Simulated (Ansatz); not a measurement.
# A series in volume per atom on BaO

Equation of state of a cubic crystal from periodic Kohn-Sham density functional theory without spin; pressure corrected for the finite basis. The results are calculated, by Ansatz 0.2.0 development build.

Cell of the first row (space group Fm-3m, No. 225):
```
cell vectors (Å)
   0.0000     2.7298     2.7298
   2.7298     0.0000     2.7298
   2.7298     2.7298     0.0000
atoms (fractions of the cell vectors)
Ba  0.00000  0.00000  0.00000
O   0.50000  0.50000  0.50000
```

Settings of every row: formula BaO; structure type rock salt; functional PBE; spin treatment none; k mesh 12x12x12; occupation method fermi-dirac; occupation width 0.061225619 eV; wave cutoff 420 eV; datasets soft-1 PAW; density cutoff ratio 4.

Limits: modest k-mesh, values are not fully converged in k; no spin-orbit coupling, which can matter with elements this heavy.

```
row  volume per atom (Å³)  pressure (GPa)  energy above lowest point (meV/atom)
  1                20.341           4.951                                 19.06
  2                20.774           3.125                                  8.21
  3                21.206           1.491                                  2.01
  4                21.639               ?                                     ?
  5                22.072          -1.277                                  1.69
  6                22.505          -2.446                                  6.76
  7                22.938          -3.493                                 14.79
```

Question: what pressure should row 4 give?

Worked fit of pressure. Take u = (V_r/V)^(2/3) − 1 with V_r = 21.639 Å³ an atom, which is twice the finite (Eulerian) strain; such expansions in the strain, on which the Birch-Murnaghan equation of state is built, carry the rest volume and the bulk modulus. The shown rows have u = 0.0421, 0.02757, 0.01357, -0.01312, -0.02582, -0.03812. Least squares give pressure = 0.0303 + 103.585 × u + 304 × u² + 289 × u³ GPa; a parabola predicts inner rows, each left out in turn, worse (root mean square 0.0071 against 0.0026 GPa). The rows lie off it by -0.001, 0.002, -0.002, 0.000, 0.001, 0.000. The pressure vanishes at u = -0.0003, or V = 21.65 Å³ an atom, and there the bulk modulus at fixed shape and fractions is B = −V dP/dV = (2/3)(1 + u) dP/du = 68.9 GPa. The withheld row has u = 0, so the fit gives 0.0303 + 103.585 × (0) + 304 × (0)² + 289 × (0)³ = 0.030 GPa.

The calculation gave 0.031 GPa. The fit lies 0.001 GPa (3.2 % of the value, 0.012 % of the column's range) below it, one unit of the last digit.

The other values of row 4: energy above lowest point 0 meV/atom.
